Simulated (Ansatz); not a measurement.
Crystal: InP.

```
CELL_PARAMETERS angstrom
0.00000 2.93050 2.93050
2.93050 0.00000 2.93050
2.93050 2.93050 0.00000
ATOMIC_POSITIONS crystal
In 0.00000 0.00000 0.00000
P 0.75000 0.75000 0.75000
```

| Property | Result |
| --- | --- |
| Program | Ansatz 0.2.0 |
| Task | relaxation of cell and atoms |
| Functional | m-r2SCAN |
| Potentials or basis | Ansatz PAW |
| Cutoff | 500 eV (not typed: the program's choice for these potentials) |
| k mesh | 8 × 8 × 8 |
| Occupations | fermi-dirac, width 0.05 eV |
| Spin | no spin polarisation |

At the start: volume 25.17 Å³/atom.

Problem. How do energy, volume and symmetry change on relaxing?

Solution. It ends after 4 steps and the volume is 25.77 Å³/atom (+2.4 %); space group F-43m (No. 216, to 0.05 Å).

Step by step:
```
step  energy change (eV)  largest force (eV/Å)  volume (Å³)
   1              0.0000                0.0000        50.33
   2             -0.0057                0.0000        51.77
   3             -0.0060                0.0000        51.53
   4             -0.0061                0.0000        51.53
```

Final structure:
```
CELL_PARAMETERS angstrom
0.00000 2.95357 2.95357
2.95357 0.00000 2.95357
2.95357 2.95357 0.00000
ATOMIC_POSITIONS crystal
In 0.00000 0.00000 0.00000
P 0.75000 0.75000 0.75000
```

Caveat: the plane-wave basis is chosen anew once the cell has moved, so the energies of steps on either side of that aren't comparable; the PAW data sets come from PBE, with cores solved anew for the run's functional, which leaves a small shift of forces and pressure.
